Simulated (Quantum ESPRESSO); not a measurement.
Crystal: BaTiO3.

```
Ba Ti O
1.0
     3.99980    0.00000    0.00000
     0.00000    3.99980    0.00000
     0.00000    0.00000    4.01800
Ba Ti O
1 1 3
Direct
  0.00000 0.00000 0.00000
  0.50000 0.50000 0.49000
  0.00000 0.50000 0.51700
  0.50000 0.00000 0.51700
  0.50000 0.50000 0.01900
```

| Property | Result |
| --- | --- |
| Program | Quantum ESPRESSO 7.5 |
| Task | relaxation of cell and atoms |
| Functional | AM05 |
| Dispersion | D4 |
| Potentials or basis | PseudoDojo 0.4.1 SR PBE standard |
| Cutoff | 1143 eV |
| Density cutoff | 4572 eV |
| k mesh | 7 × 7 × 7 |
| Occupations | fermi-dirac, width 0.05 eV |
| Spin | no spin polarisation |

At the start: pressure -4.2 GPa; volume 12.86 Å³/atom.

How do energy, volume and symmetry change on relaxing?

Over 14 steps the energy falls by 6.2 meV/atom and the volume is 12.65 Å³/atom (-1.6 %); space group P4mm (No. 99, to 0.05 Å).

The path:
```
step  energy change (eV)  largest force (eV/Å)  pressure (GPa)  volume (Å³)
   1              0.0000                0.4091           -4.23        64.28
   2             -0.0077                0.3343           -3.64        64.09
   3             -0.0243                0.2217            0.09        63.05
   4             -0.0257                0.0776           -0.57        63.20
   5             -0.0264                0.0407           -0.54        63.16
   6             -0.0284                0.0636            0.08        62.88
   7             -0.0286                0.0550            0.28        62.82
   8             -0.0289                0.0311            0.50        62.77
   9             -0.0292                0.0114            0.64        62.76
  10             -0.0299                0.0273            0.66        62.84
  11             -0.0305                0.0341            0.41        63.00
  12             -0.0307                0.0299            0.09        63.15
  13             -0.0308                0.0260           -0.05        63.21
  14             -0.0309                0.0180           -0.12        63.23
```

Final structure:
```yaml
crystal:
  lattice:
    - [3.95116, 0.00000, 0.00000]
    - [0.00000, 3.95116, 0.00000]
    - [0.00000, 0.00000, 4.05040]
  atoms:
    - { symbol: Ba, position: [0.00000, 0.00000, 0.99868] }
    - { symbol: Ti, position: [0.50000, 0.50000, 0.48195] }
    - { symbol: O, position: [0.00000, 0.50000, 0.51659] }
    - { symbol: O, position: [0.50000, 0.00000, 0.51659] }
    - { symbol: O, position: [0.50000, 0.50000, 0.02920] }
```

Caveat: the potentials were made for another functional, which shifts forces and pressure; this release of the barium file is off.
